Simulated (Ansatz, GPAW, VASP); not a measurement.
## One calculation of Pd, 3 ways

```
Pd
1.0
     0.00000    1.94650    1.94650
     1.94650    0.00000    1.94650
     1.94650    1.94650    0.00000
Pd
1
Direct
  0.00000 0.00000 0.00000
```

Alike in all runs: task single point; functional PBE; k mesh 12 × 12 × 12; occupations gaussian, width 0.012 eV; no spin polarisation; no spin-orbit coupling. Pressure is positive in compression and, in plane waves, holds the error of the finite cutoff.

```
                        program and potentials  plane-wave cutoff (eV)                                    notes  band gap (eV)  pressure (GPa)
Ansatz, all-electron LAPW, scalar-relativistic                       -                                        -         no gap            6.81
    GPAW, GPAW PAW data sets (gpaw-data 1.2.1)                     600  16 valence electrons an atom on average         no gap            6.87
                VASP, PBE PAW files Pd, 520 eV                     520  10 valence electrons an atom on average         no gap            6.63
```

None finds a gap. The pressure spans 6.63 (VASP, PBE PAW files Pd, 520 eV) to 6.87 GPa (GPAW, GPAW PAW data sets (gpaw-data 1.2.1)), with all-electron results at 6.81.

The functional is the same throughout but for its coding, so the spread measures potentials, basis and numerics; runs on potential files found faulty are left out.

All three calculations put this fcc cell under compression, so PBE would relax it to a larger volume. The cell lies close to the measured lattice constant of palladium, and the outward pressure reflects PBE's familiar tendency to underbind the late 4d metals. Because the all-electron result of 6.81 GPa lies between the two PAW values, the expansion can't be blamed on the pseudised core.

The GPAW value is the closer of the two to the all-electron one. Treating the 4p semicore shell as valence may contribute, but the differing cutoffs and data-set construction leave that unproven.

The missing gap is expected: the 4d band is nearly full but overlaps the broad 5s-5p band, leaving d holes and a Fermi level near the top of the d states. The high density of states there brings palladium close to a Stoner instability, so the agreement in pressure says nothing about whether PBE would favour a small ferromagnetic moment at this volume.
